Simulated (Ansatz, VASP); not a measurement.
**Ti: VASP beside Ansatz**

```
CELL_PARAMETERS angstrom
-1.58320 1.58320 1.58320
1.58320 -1.58320 1.58320
1.58320 1.58320 -1.58320
ATOMIC_POSITIONS crystal
Ti 0.00000 0.00000 0.00000
```

Alike in both runs: functional LDA; k mesh 13 × 13 × 13; occupations methfessel-paxton of order 1, width 0.1 eV; no spin polarisation.

Ansatz relaxed the structure, and its values are those at the end. VASP's run is a single point on that final structure, the one shown.

```csv
,VASP,Ansatz
version,VASP 6.6.1,Ansatz 0.2.0
potentials or method,"VASP PAW LDA potentials, release 64 (Ti_sv)","plane waves, PAW"
plane-wave cutoff (eV),520,517
valence electrons in the cell,12,12
```

Ansatz gave:

* pressure (GPa): 0.0

**Question.** Estimate VASP's values.

**Answer.** Pressure (GPa): -0.1.
